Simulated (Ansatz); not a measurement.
Input of an Ansatz 0.2.0 run:

The input input.yaml:

```yaml
crystal:
  lattice:
    - [0.0, 3.059, 3.059]
    - [3.059, 0.0, 3.059]
    - [3.059, 3.059, 0.0]
  atoms:
    - { symbol: Sb, position: [0.75, 0.75, 0.75] }
    - { symbol: Ga, position: [0.0, 0.0, 0.0] }
kpoints:
  mp_grid: { grid: [8, 8, 8] }
scf:
  occupations: { method: gaussian, width: 0.011 }
hamiltonian:
  xc: pbe
  pseudopotentials: { kind: all_electron, lapw: { basis_error: 0.001 } }
output:
  forces: true
  stress: true
  eigenvalues: true
```

Potentials or basis: all-electron LAPW, scalar-relativistic.

Launch:

```console
$ ansatz run input.yaml --threads 1 --pin off --max-ram 3072MiB --backend cpu --events-out ev --progress --plain --runs-dir out
```

**Question.** Predict the pressure.

**Answer.** 2.3 GPa.

**Question.** What does it give for the band gap on the k mesh?

**Answer.** 0.04 eV, direct.

Caveat: spin-orbit coupling is left out, which moves the levels of the heavy elements.

**Experimental background.**

From a printed reference work, data compilation, for a bulk crystal of GaSb at 4.2 K: band gap 0.811 eV (direct).

Measured gap of GaSb: 0.811 eV (direct; 4.2 K; a printed reference work, data compilation). This calculation gives 0.04 eV (-0.77 eV). Spin-orbit coupling on Ga, Sb is left out. The value is that of PBE on a finite k mesh, which can miss the band edges, without temperature or zero-point motion. Semilocal functionals fall short of measured gaps as a rule.
